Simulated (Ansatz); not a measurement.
# InP: the cost of one run

Program: Ansatz 0.2.0. Level of theory: DFT PBE, scalar-relativistic, plane waves, PAW. These are calculated values, not measurements.

## 1. The starting structure

The structure is cubic, space group Pm-3m (No. 221). The conventional cell has a = 3.378 Å, b = 3.378 Å, c = 3.378 Å, α = 90.00°, β = 90.00°, γ = 90.00°. In (site symmetry m-3m) is surrounded by 8 P at 2.93 Å. P (site symmetry m-3m) has 8 In at 2.93 Å in its first shell of neighbours.

Coordinates:

```xyz
2
Lattice="3.3776 0.0000 0.0000 0.0000 3.3776 0.0000 0.0000 0.0000 3.3776" Properties=species:S:1:pos:R:3 pbc="T T T"
In    0.0000    0.0000    0.0000
P     1.6888    1.6888    1.6888
```

The cell was made up by rule, so the compound may not exist in this form.

This is a trial structure, the caesium chloride prototype, and another one may lie lower.

## 2. Single point at 0.950 V0

input.yaml reads:

```yaml
crystal:
  lattice:
    - [3.3776, 0.0, 0.0]
    - [0.0, 3.3776, 0.0]
    - [0.0, 0.0, 3.3776]
  atoms:
    - { symbol: In, position: [0.0, 0.0, 0.0] }
    - { symbol: P, position: [0.5, 0.5, 0.5] }
basis:
  ecutwfc: 420
kpoints:
  mp_grid: { grid: [12, 12, 12] }
hamiltonian:
  xc: pbe
scf:
  occupations: { method: fermi_dirac, width: 0.15 }
output:
  forces: true
  stress: true
  eigenvalues: true
```

Started as:

```sh
$ ansatz run input.yaml --threads 1 --pin off --max-ram 1228MiB --backend cpu --events-out ev --progress --plain --runs-dir out
```

**Question.** How long does this run take on 1 thread of Intel Xeon 6975P-C (Granite Rapids), shared host, and how much memory does it need?

About 1.8 s, with a peak of 0.4 GiB.
